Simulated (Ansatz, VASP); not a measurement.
## One calculation of Rh, two programs

The input INCAR:

```
SYSTEM = Rh
  ALGO = Fast
  EDIFF = 1E-6
  ENCUT = 520
  GGA = PE
  ISIF = 2
  ISMEAR = 0
  LASPH = .TRUE.
  LCHARG = .FALSE.
  LREAL = .FALSE.
  LWAVE = .FALSE.
  NBANDS = 14
  NELM = 100
  PREC = Accurate
  SIGMA = 0.15
```

The input KPOINTS:

```
k-points
0
G
  22 22 22
  0 0 0
```

Contents of POSCAR:

```
Rh
1.0
    0.0000000000      1.8814670844      2.1956720875
    1.8814670844      0.0000000000      2.1956720875
    1.8814670844      1.8814670844      0.0000000000
Rh
1
Direct
    0.0000000000      0.0000000000      0.0000000000
```

Input for Ansatz:

```yaml
crystal:
  lattice:
    - [0.0, 1.8814670844, 2.1956720875]
    - [1.8814670844, 0.0, 2.1956720875]
    - [1.8814670844, 1.8814670844, 0.0]
  atoms:
    - { symbol: Rh, position: [0.0, 0.0, 0.0] }
basis:
  ecutwfc: 420
kpoints:
  mp_grid: { grid: [22, 22, 22] }
hamiltonian:
  xc: pbe
  pseudopotentials: { kind: paw, azcp: { folder: soft_1 } }
scf:
  occupations: { method: gaussian, width: 0.15 }
output:
  forces: true
  stress: true
  eigenvalues: true
```

Alike in both runs: task single point; functional PBE; k mesh 22 × 22 × 22; occupations gaussian, width 0.15 eV; no spin polarisation.

```csv
,VASP,Ansatz
version,VASP 6.6.1,Ansatz 0.2.0
potentials or method,"VASP PAW PBE potentials, release 64 (Rh_pv)","scalar-relativistic, plane waves, PAW"
plane-wave cutoff (eV),520,420
valence electrons in the cell,15,17
```

Ansatz gave:

| Quantity | Value |
| --- | --- |
| gap on the k mesh at the Fermi level (eV) | none |
| pressure (GPa) | -16.6 |
| largest component of the traceless stress (GPa) | 16.30 |

Task: What did VASP give for the same quantities?

Result: gap on the k mesh at the Fermi level (eV): none; pressure (GPa): -16.7; largest component of the traceless stress (GPa): 16.25.

A gap of «none» marks a metal or a gap that the smearing closes. The functional is the same, so the differences come from potentials, cutoffs and numerics. The two sets of potentials don't hold the same shells in valence.

Caveats: so large a pressure means that the cell lies far from this level's equilibrium, or that cutoff or potentials fall short (VASP).
